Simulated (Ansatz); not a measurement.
**Structure relaxation of SiC**

All numbers below come from Ansatz 0.2.0, DFT PBE, scalar-relativistic, plane waves, PAW. Cutoff 420 eV, Γ-centred k mesh, Gaussian smearing, no spin polarisation in the final step.

The start puts SiC on the sites of a reported CoO cell (I4/mmm, No. 139), with Si in place of Co, C in place of O, at a guessed volume.

```
CELL_PARAMETERS angstrom
-1.56895 1.56895 2.19241
1.56895 -1.56895 2.19241
1.56895 1.56895 -2.19241
ATOMIC_POSITIONS crystal
Si 0.00000 0.00000 0.00000
C 0.50000 0.50000 0.00000
```

Cell and atoms relax at zero pressure; the relaxation can't lower the symmetry of the start. After a coarse first stage the cell is made exact in the group found at 0.06 Å.

Formation energies are uncorrected and refer to the elements' standard structures at the same level.

(1) What does it relax into?

(2) What are its volume, energy, density and gap?

Results:

(1) It ends in Fm-3m (No. 225). The result has the rock salt structure. Conventional cell: a = 4.057 Å. Si is coordinated by 6 C at 2.03 Å; around C lie 6 Si at 2.03 Å.

Space group Fm-3m (No. 225). a = 4.057 Å, b = 4.057 Å, c = 4.057 Å, α = 90.00°, β = 90.00°, γ = 90.00°
```
atom site symmetry x y z
  Si    4a m-3m  0.0000  0.0000  0.0000
   C    4b m-3m  0.5000  0.0000  0.0000
```

(2) The volume per atom is 8.35 Å³. The density is 3.99 g/cm³, the energy over the elements is 0.53 eV/atom and the gap on the 24×24×24 mesh is 0 eV (a metal).

The final run used a 24×24×24 mesh on its 2-atom cell and 0.10 eV smearing. For metals, differences of a few meV/atom aren't resolved. A structure relaxed within its symmetry needn't be a true minimum. The steps took roughly 18 core-seconds in all.

Cost: 3 runs of about 0.3 core-minutes in all, on Arm Neoverse V1 (shared hosts).